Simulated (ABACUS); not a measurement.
# Bi (Im-3m) in ABACUS: further runs

The runs below take Bi through band structure, equation of state, with BLYP.

Program: ABACUS 3.10.1. These are calculated values, not measurements. Logs are shortened: lines on timing, memory, paths and dates and some standing lists are left out, and cuts for length are marked.

## (1) Starting point

It takes space group Im-3m (No. 229, cubic). Conventional cell: a = 3.963 Å, b = 3.963 Å, c = 3.963 Å, α = 90.00°, β = 90.00°, γ = 90.00°. Bi (site symmetry m-3m) is surrounded by 8 Bi at 3.43 Å.

This isn't the form of Bi at room conditions, which is rhombohedral.

## (2) Band structure, BLYP

Contents of INPUT:

```
INPUT_PARAMETERS
suffix              Bi
calculation         nscf
basis_type          lcao
pseudo_dir          ./
orbital_dir         ./
symmetry            -1
dft_functional      GGA_X_B88+GGA_C_LYP
ecutwfc             100.0
pseudo_rcut         10
nspin               1
nbands              18
ks_solver           genelpa
smearing_method     fd
smearing_sigma      0.00367493
scf_thr             1e-07
scf_nmax            100
mixing_type         broyden
mixing_beta         0.7
init_chg            file
out_band            1
```

Contents of STRU:

```
ATOMIC_SPECIES
Bi 208.9804 83_Bi_15_2.4_2.8_pbe_n_v1.0.upf

NUMERICAL_ORBITAL
Bi_confined-atom_8au_2s2p2d.orb

LATTICE_CONSTANT
1.8897261246

LATTICE_VECTORS
3.4319383500 0.0000000000 0.0000000000
-1.1439794497 3.2356625066 0.0000000000
-1.1439794497 -1.6178312528 2.8021659291

ATOMIC_POSITIONS
Direct

Bi
0.0
1
0.0000000000 0.0000000000 0.0000000000 1 1 1
```

Contents of KPT:

```
K_POINTS
8
Line
0.00000000 0.00000000 0.00000000 10 // G
0.50000000 -0.50000000 0.50000000 10 // H
0.00000000 0.00000000 0.50000000 10 // N
0.00000000 0.00000000 0.00000000 10 // G
0.25000000 0.25000000 0.25000000 10 // P
0.50000000 -0.50000000 0.50000000 1 // H
0.25000000 0.25000000 0.25000000 10 // P
0.00000000 0.00000000 0.50000000 1 // N
```

Potentials or basis: SPMS ONCV 1.0 PBE, DZP LCAO (the cutoffs set its grid).

Launch:

```console
OMP_NUM_THREADS=1 mpirun -np 4 abacus > log
```

running log:

```text
ABACUS v3.10.1

               Atomic-orbital Based Ab-initio Computation at UStc

 ------------------------------------------------------------------------------------

 READING GENERAL INFORMATION
                           global_out_dir = OUT.Bi/
                           global_in_card = INPUT
                               pseudo_dir = ./
                              orbital_dir = ./
                                    DSIZE = 4
                                    GSIZE = 1

 READING UNITCELL INFORMATION
                                    ntype = 1
                  lattice constant (Bohr) = 1.88973
              lattice constant (Angstrom) = 1

 READING ATOM TYPE 1
                               atom label = Bi
                      L=0, number of zeta = 2
                      L=1, number of zeta = 2
                      L=2, number of zeta = 2
             number of atom for this type = 1

                        TOTAL ATOM NUMBER = 1
DIRECT COORDINATES
    atom                   x                   y                   z     mag                  vx                  vy                  vz
taud_Bi1            0.0000000000        0.0000000000        0.0000000000  0.0000        0.0000000000        0.0000000000        0.0000000000

                          Volume (Bohr^3) = 209.987
                             Volume (A^3) = 31.1169

 Lattice vectors: (Cartesian coordinate: in unit of a_0)
             +3.43194                  +0                  +0
             -1.14398            +3.23566                  +0
             -1.14398            -1.61783            +2.80217
 Reciprocal vectors: (Cartesian coordinate: in unit of 2 pi/a_0)
            +0.291381           +0.103019           +0.178433
                   -0           +0.309056           +0.178433
                   +0                  -0           +0.356867
 The esolver type has been set to : ksdft_lcao

                PAO radial cut off (Bohr) = 10

 Read in pseudopotential file is 83_Bi_15_2.4_2.8_pbe_n_v1.0.upf
                     pseudopotential type = NC
          exchange-correlation functional = PBE
                 nonlocal core correction = 1
                        valence electrons = 15
                                     lmax = 2
                           number of zeta = 3
                     number of projectors = 6
                           L of projector = 0
                           L of projector = 0
                           L of projector = 1
                           L of projector = 1
                           L of projector = 2
                           L of projector = 2
 XC functional updated to : GGA_X_B88+GGA_C_LYP
          exchange-correlation functional = GGA_X_B88+GGA_C_LYP
     initial pseudo atomic orbital number = 9

 SETUP THE ELECTRONS NUMBER
            electron number of element Bi = 15
      total electron number of element Bi = 15
            AUTOSET number of electrons:  = 15
                           occupied bands = 8
                                   NLOCAL = 18
                                   NBANDS = 18
                                   NBANDS = 18
                                   NLOCAL = 18

%%%%%%%%%%%%%%%%%%%%%%%%%%%%%%%%%%%%%%%%%%%%%%%%%%%%%%%%%%%%%%%%%%%%%%%%%%%%%%%%%%%%%%%%%%%%%%%%%%%%%%%%%%
 Warning: the number of valence electrons in pseudopotential > 5 for Bi: [Xe] 4f14 5d10 6s2 6p3
 Pseudopotentials with additional electrons can yield (more) accurate outcomes, but may be less efficient.
 If you're confident that your chosen pseudopotential is appropriate, you can safely ignore this warning.
%%%%%%%%%%%%%%%%%%%%%%%%%%%%%%%%%%%%%%%%%%%%%%%%%%%%%%%%%%%%%%%%%%%%%%%%%%%%%%%%%%%%%%%%%%%%%%%%%%%%%%%%%%

 SETUP THE PLANE WAVE BASIS
 energy cutoff for charge/potential (unit:Ry) = 400
            fft grid for charge/potential = [ 45, 45, 45 ]
                        fft grid division = [ 3, 3, 3 ]
        big fft grid for charge/potential = [ 15, 15, 15 ]
                                     nbxx = 900
                                     nrxx = 24300

 SETUP PLANE WAVES FOR CHARGE/POTENTIAL
                    number of plane waves = 28483
                         number of sticks = 1259

 PARALLEL PW FOR CHARGE/POTENTIAL
     PROC   COLUMNS(POT)             PW
        1            315           7122
        2            314           7119
        3            315           7121
        4            315           7121
 --------------- sum -------------------
        4           1259          28483
                            number of |g| = 357
                                  max |g| = 36.1685
                                  min |g| = 0.127354

----------- Double Check Mixing Parameters Begin ------------
mixing_type: broyden
mixing_beta: 0.7
mixing_gg0: 1
mixing_gg0_min: 0.1
mixing_ndim: 8
----------- Double Check Mixing Parameters End ------------

 SETUP K-POINTS
                                    nspin = 1
[... 20 lines left out ...]

 SETUP PLANE WAVES FOR WAVE FUNCTIONS
     energy cutoff for wavefunc (unit:Ry) = 100
              fft grid for wave functions = [ 45, 45, 45 ]
                    number of plane waves = 4537
                         number of sticks = 375

 PARALLEL PW FOR WAVE FUNCTIONS
     PROC   COLUMNS(POT)             PW
        1             94           1135
        2             93           1134
        3             94           1134
        4             94           1134
 --------------- sum -------------------
        4            375           4537

 SET NONLOCAL PSEUDOPOTENTIAL PROJECTORS
 max number of nonlocal projetors among all species is 6

 -------------------------------------------
 NONSELF-CONSISTENT
 -------------------------------------------

 SETUP SEARCHING RADIUS FOR PROGRAM TO SEARCH ADJACENT ATOMS
                  longest orb rcut (Bohr) = 8
   longest nonlocal projector rcut (Bohr) = 2.82
                     search radius (Bohr) = 21.6
              searching radius is (Bohr)) = 21.6
         searching radius unit is (Bohr)) = 1.89
                         PeriodicBoundary = 1
                        Radius(unit:lat0) = 11.5
                                   glayer = [ 6, 6, 6 ]
                             glayer_minus = [ 5, 5, 5 ]

Find the coordinate range of the input atom(unit:lat0).
                                  min_tau = [ -28.6, -24.3, -14 ]
                                  max_tau = [ 28.6, 24.3, 14 ]
                                BoxNumber = [ 11, 11, 11 ]

 SETUP EXTENDED REAL SPACE GRID FOR GRID INTEGRATION
                          real space grid = [ 45, 45, 45 ]
                 big cell numbers in grid = [ 15, 15, 15 ]
             meshcell numbers in big cell = [ 3, 3, 3 ]
                        extended fft grid = [ 23, 23, 23 ]
                dimension of extened grid = [ 62, 62, 62 ]
                            UnitCellTotal = 125
              Atom number in sub-FFT-grid = 1
    Local orbitals number in sub-FFT-grid = 18
                                ParaV.nnr = 12069
                                 init_chg = file
 try to read charge from file
 Read in the charge density: OUT.Bi//Bi-CHARGE-DENSITY.restart

 LCAO ALGORITHM --------------- ION=   1  ELEC=   1--------------------------------
[... levels at 62 k points of this process ...]

 Density error is 0.00000000000
----------------------------------------------------------
     Energy           Rydberg                 eV
----------------------------------------------------------
 E_KohnSham     -153.0741435193      -2082.6805683329
 E_KS(sigma->0) -153.0740362512      -2082.6791088750
 E_Harris       -153.0741435193      -2082.6805683329
 E_band         -4.4655505548        -60.7569322527
 E_one_elec     -31.3990610409       -427.2061420061
 E_Hartree      24.8152260445        337.6284713633
 E_xc           -37.1486712445       -505.4336020542
 E_Ewald        -109.3414227422      -1487.6663767203
 E_entropy(-TS) -0.0002145363        -0.0029189156
 E_descf        0.0000000000         0.0000000000
 E_exx          0.0000000000         0.0000000000
 E_Fermi        0.9302623094         12.6568680420
----------------------------------------------------------

 charge density convergence is achieved
 final etot is -2082.6805683 eV
 EFERMI = 12.656868042 eV

 STATE ENERGY(eV) AND OCCUPATIONS    NSPIN == 1
 1/62 kpoint (Cartesian) = 0.0000 0.0000 0.0000 (893 pws)
       1       -9.83936      0.0322581
       2       -9.83936      0.0322581
       3       -9.83936      0.0322581
       4       -9.70550      0.0322581
       5       -9.70550      0.0322581
       6      -0.413716      0.0322581
[... 10 lines left out ...]
      17        84.9849        0.00000
      18        84.9849        0.00000

 2/62 kpoint (Cartesian) = 0.014569 -0.010302 0.017843 (889 pws)
       1       -9.83582      0.0322581
       2       -9.83582      0.0322581
       3       -9.83457      0.0322581
       4       -9.70880      0.0322581
       5       -9.70504      0.0322581
       6      -0.323728      0.0322581
[... 10 lines left out ...]
      17        83.0712        0.00000
      18        86.0024        0.00000

 3/62 kpoint (Cartesian) = 0.029138 -0.020604 0.035687 (891 pws)
       1       -9.82522      0.0322581
       2       -9.82522      0.0322581
       3       -9.82068      0.0322581
       4       -9.71843      0.0322581
       5       -9.70487      0.0322581
       6     -0.0557805      0.0322581
[... 10 lines left out ...]
      17        71.1744        0.00000
      18        71.1744        0.00000

 4/62 kpoint (Cartesian) = 0.043707 -0.030906 0.053530 (894 pws)
       1       -9.80772      0.0322581
       2       -9.80772      0.0322581
       3       -9.79907      0.0322581
       4       -9.73351      0.0322581
       5       -9.70799      0.0322581
       6       0.383403      0.0322581
[... 10 lines left out ...]
      17        54.7785        0.00000
      18        54.7785        0.00000

 5/62 kpoint (Cartesian) = 0.058276 -0.041207 0.071373 (888 pws)
       1       -9.78394      0.0322581
       2       -9.78394      0.0322581
       3       -9.77188      0.0322581
       4       -9.75267      0.0322581
       5       -9.71767      0.0322581
       6       0.979178      0.0322581
[... 10 lines left out ...]
      17        46.5318        0.00000
      18        46.5318        0.00000

 6/62 kpoint (Cartesian) = 0.072845 -0.051509 0.089217 (881 pws)
       1       -9.77411      0.0322581
       2       -9.75527      0.0322581
       3       -9.75527      0.0322581
       4       -9.74178      0.0322581
       5       -9.73575      0.0322581
       6        1.70365      0.0322581
[... 10 lines left out ...]
      17        44.9731        0.00000
      18        44.9731        0.00000

[... levels at 56 further k points ...]

 --------------------------------------------
 !FINAL_ETOT_IS -2082.680568332856 eV
 --------------------------------------------

 Output bands in file: OUT.Bi/BANDS_1.dat
```

Run time: 0.83 s. Hardware: 4 MPI ranks of Intel Xeon Platinum 8488C (Sapphire Rapids), shared host; peak memory 0.36 GiB.

Levels at the corners of the path, in eV from the Fermi level:
| point | band 4 | band 5 | band 6 | band 7 | band 8 | band 9 | band 10 | band 11 | band 12 | band 13 |
| --- | --- | --- | --- | --- | --- | --- | --- | --- | --- | --- |
| Γ | -22.95 | -22.95 | -13.66 | 4.84 | 4.84 | 4.84 | 9.47 | 11.71 | 11.71 | 11.71 |
| H | -22.89 | -22.89 | -8.64 | -1.89 | -1.89 | -1.89 | 3.80 | 3.80 | 19.74 | 19.74 |
| N | -22.96 | -22.87 | -10.69 | -5.08 | 1.45 | 3.55 | 6.25 | 7.85 | 16.02 | 16.86 |
| Γ | -22.95 | -22.95 | -13.66 | 4.84 | 4.84 | 4.84 | 9.47 | 11.71 | 11.71 | 11.71 |
| P | -22.96 | -22.96 | -10.18 | -2.35 | -2.35 | -2.35 | 15.33 | 15.33 | 15.33 | 19.07 |
| H | -22.89 | -22.89 | -8.64 | -1.89 | -1.89 | -1.89 | 3.80 | 3.80 | 19.74 | 19.74 |
| P | -22.96 | -22.96 | -10.18 | -2.35 | -2.35 | -2.35 | 15.33 | 15.33 | 15.33 | 19.07 |
| N | -22.96 | -22.87 | -10.69 | -5.08 | 1.45 | 3.55 | 6.25 | 7.85 | 16.02 | 16.86 |

Caveat: the atomic orbitals were generated for these runs and aren't a published set; the density is read from an earlier self-consistent run, whose mesh may be coarse; the potentials were made for another functional, which shifts forces and pressure; spin-orbit coupling is left out, which moves the levels of the heavy elements; the basis of atomic orbitals isn't converged, which shifts pressures, moduli and gaps.

## (3) Equation of state, BLYP, 29.25 Å³/atom (volume scaled by 0.94)

Contents of run_abacus.py:

```python
"""ABACUS run from a structure file: ASE reads it, the script writes STRU, KPT and INPUT."""
import re
import subprocess
from ase.io import read
from ase.units import Bohr

atoms = read("POSCAR")
atoms = atoms[(-atoms.numbers).argsort(kind="stable")]  # ABACUS lists atoms element by element
pseudo = {'Bi': '83_Bi_15_2.4_2.8_pbe_n_v1.0.upf'}
orbital = {'Bi': 'Bi_confined-atom_8au_2s2p2d.orb'}
magmoms = None
kmesh = [8, 8, 8]
params = {
    'suffix': 'Bi',
    'calculation': 'scf',
    'basis_type': 'lcao',
    'pseudo_dir': './',
    'orbital_dir': './',
    'symmetry': 1,
    'dft_functional': 'GGA_X_B88+GGA_C_LYP',
    'ecutwfc': 100,
    'pseudo_rcut': 10,
    'nspin': 1,
    'nbands': 12,
    'ks_solver': 'scalapack_gvx',
    'smearing_method': 'fd',
    'smearing_sigma': 0.00367493,
    'scf_thr': 1e-07,
    'scf_nmax': 100,
    'mixing_type': 'broyden',
    'mixing_beta': 0.7,
    'cal_force': 1,
    'cal_stress': 1,
    'out_mul': 1,
}

symbols = atoms.get_chemical_symbols()
elements = list(dict.fromkeys(symbols))
lines = ["ATOMIC_SPECIES"] + [f"{e} {atoms.get_masses()[symbols.index(e)]:.4f} {pseudo[e]}" for e in elements]
if orbital:
    lines += ["", "NUMERICAL_ORBITAL"] + [orbital[e] for e in elements]
lines += ["", "LATTICE_CONSTANT", f"{1 / Bohr:.10f}", "", "LATTICE_VECTORS"]
lines += [" ".join(f"{x:.10f}" for x in v) for v in atoms.cell]
lines += ["", "ATOMIC_POSITIONS", "Direct"]
for e in elements:
    lines += ["", e, "0.0", str(symbols.count(e))]
    for i, p in enumerate(atoms.get_scaled_positions(wrap=False)):
        if symbols[i] == e:
            mag = "" if magmoms is None else " mag " + " ".join(str(x) for x in (magmoms[i] if isinstance(magmoms[i], list) else [magmoms[i]]))
            lines.append(" ".join(f"{x:.10f}" for x in p) + " 1 1 1" + mag)
open("STRU", "w").write("\n".join(lines) + "\n")
open("KPT", "w").write("K_POINTS\n0\nGamma\n%d %d %d 0 0 0\n" % tuple(kmesh))
open("INPUT", "w").write("INPUT_PARAMETERS\n" + "".join(f"{k:<20s}{v}\n" for k, v in params.items()))

done = subprocess.run(['mpirun', '-np', '4', 'abacus'])
if done.returncode:
    raise SystemExit(done.returncode)
log = open("OUT.Bi/running_scf.log").read()
print("final energy (eV):", re.findall(r"FINAL_ETOT_IS (\S+)", log))
```

Contents of POSCAR:

```
Bi
1.0
   -1.9409818243      1.9409818243      1.9409818243
    1.9409818243     -1.9409818243      1.9409818243
    1.9409818243      1.9409818243     -1.9409818243
Bi
1
Direct
    0.0000000000      0.0000000000      0.0000000000
```

Potentials or basis: SPMS ONCV 1.0 PBE, DZP LCAO (the cutoffs set its grid).

Launch:

```console
OMP_NUM_THREADS=1 python run_abacus.py > log
```

Run time: 4.4 s. Hardware: 4 MPI ranks of Intel Xeon Platinum 8488C (Sapphire Rapids), shared host; peak memory 0.36 GiB.

Results (log left out):

- Free energy: -2082.4268 eV
- Pressure: 11.5 GPa
- Band gap on the k mesh: none (metal or under the smearing width)

Caveat: the atomic orbitals were generated for these runs and aren't a published set; the potentials were made for another functional, which shifts forces and pressure; spin-orbit coupling is left out, which moves the levels of the heavy elements; the basis of atomic orbitals isn't converged, which shifts pressures, moduli and gaps.

## (4) Equation of state, BLYP, 30.49 Å³/atom (volume scaled by 0.98)

run_abacus.py is that of step 3.

Contents of POSCAR:

```
Bi
1.0
   -1.9681319396      1.9681319396      1.9681319396
    1.9681319396     -1.9681319396      1.9681319396
    1.9681319396      1.9681319396     -1.9681319396
Bi
1
Direct
    0.0000000000      0.0000000000      0.0000000000
```

Launch:

```console
OMP_NUM_THREADS=1 python run_abacus.py > log
```

It took 4.4 s on 4 MPI ranks of Intel Xeon Platinum 8488C (Sapphire Rapids), shared host; peak memory 0.4 GiB.

Results (log left out):

* Free energy: -2082.5017 eV
* Pressure: 7.9 GPa
* Band gap on the k mesh: none (metal or under the smearing width)

Caveat: the atomic orbitals were generated for these runs and aren't a published set; the potentials were made for another functional, which shifts forces and pressure; spin-orbit coupling is left out, which moves the levels of the heavy elements; the basis of atomic orbitals isn't converged, which shifts pressures, moduli and gaps.

## (5) Equation of state, BLYP, 31.74 Å³/atom (volume scaled by 1.02)

run_abacus.py is that of step 4.

Contents of POSCAR:

```
Bi
1.0
   -1.9945529707      1.9945529707      1.9945529707
    1.9945529707     -1.9945529707      1.9945529707
    1.9945529707      1.9945529707     -1.9945529707
Bi
1
Direct
    0.0000000000      0.0000000000      0.0000000000
```

Launch:

```console
OMP_NUM_THREADS=1 python run_abacus.py > log
```

Wall time 5.3 s (4 MPI ranks of Intel Xeon Platinum 8488C (Sapphire Rapids), shared host); peak memory 0.4 GiB.

It converged, with:

```yaml
Free_energy: -2082.5520 eV
Pressure: 5.1 GPa
Band_gap_on_the_k_mesh: none (metal or under the smearing width)
```

Caveat: the atomic orbitals were generated for these runs and aren't a published set; the potentials were made for another functional, which shifts forces and pressure; spin-orbit coupling is left out, which moves the levels of the heavy elements; the basis of atomic orbitals isn't converged, which shifts pressures, moduli and gaps.

## (6) Equation of state, BLYP, 32.98 Å³/atom (volume scaled by 1.06)

run_abacus.py is that of step 5.

Contents of POSCAR:

```
Bi
1.0
   -2.0202919770      2.0202919770      2.0202919770
    2.0202919770     -2.0202919770      2.0202919770
    2.0202919770      2.0202919770     -2.0202919770
Bi
1
Direct
    0.0000000000      0.0000000000      0.0000000000
```

Potentials or basis: SPMS ONCV 1.0 PBE, DZP LCAO (the cutoffs set its grid).

Launch:

```console
OMP_NUM_THREADS=1 python run_abacus.py > log
```

Wall time 4.2 s (4 MPI ranks of Intel Xeon Platinum 8488C (Sapphire Rapids), shared host); peak memory 0.4 GiB.

Results (log left out):

```yaml
Free_energy: -2082.5824 eV
Pressure: 2.8 GPa
Band_gap_on_the_k_mesh: none (metal or under the smearing width)
```

Caveat: the atomic orbitals were generated for these runs and aren't a published set; the potentials were made for another functional, which shifts forces and pressure; spin-orbit coupling is left out, which moves the levels of the heavy elements; the basis of atomic orbitals isn't converged, which shifts pressures, moduli and gaps.

## (7) Equation of state, BLYP

No new run: the results of the series are fitted here.

What came out:

```
Equilibrium volume : 34.98 Å³/atom (rough: see the caveat)
Bulk modulus       : 41 GPa (rough)
```

Energy against volume, from the lowest point:
| volume (Å³/atom) | energy (meV/atom) |
| --- | --- |
| 29.250 | 155.57 |
| 30.495 | 80.66 |
| 31.739 | 30.40 |
| 32.984 | 0.00 |

Caveat: the atomic orbitals were generated for these runs and aren't a published set; the minimum lies outside the volumes run; the potentials were made for another functional, which shifts forces and pressure; spin-orbit coupling is left out, which moves the levels of the heavy elements; the basis of atomic orbitals isn't converged, which shifts pressures, moduli and gaps.
